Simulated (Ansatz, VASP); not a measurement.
# One calculation of Ge, two programs

```
Ge
1.0
     0.00000    2.82891    2.82891
     2.82891    0.00000    2.82891
     2.82891    2.82891    0.00000
Ge
2
Direct
  0.75000 0.75000 0.75000
  0.50000 0.50000 0.50000
```

Alike in both runs: functional RPBE; k mesh 5 × 5 × 5; occupations fermi-dirac, width 0.05 eV; no spin polarisation.

|  | VASP | Ansatz |
| --- | --- | --- |
| version | VASP 6.6.1 | Ansatz 0.2.0 |
| potentials or method | VASP PAW PBE potentials, release 64 (Ge_d) | Ansatz PAW |
| plane-wave cutoff (eV) | 520 | 420 |
| valence electrons in the cell | 28 | 28 |
| task | single point | band structure |

VASP gave:

| Property | Result |
| --- | --- |
| gap on the k mesh at the Fermi level (eV) | 0.15 |
| least direct gap on the mesh (eV) | 0.15 |
| pressure (GPa) | 5.3 |

Problem. Which values does Ansatz return?

Solution. gap on the k mesh at the Fermi level (eV): 0.14; least direct gap on the mesh (eV): 0.14; pressure (GPa): 5.5.

The functional is the same, so the differences come from potentials, cutoffs and numerics.

Caveats: the PAW data sets were made with another functional, which shifts forces and pressure a little (VASP); an odd mesh through Γ misses points on the zone boundary, where band edges often lie (VASP); the PAW data sets come from PBE, with cores solved anew for the run's functional, which leaves a small shift of forces and pressure (Ansatz).
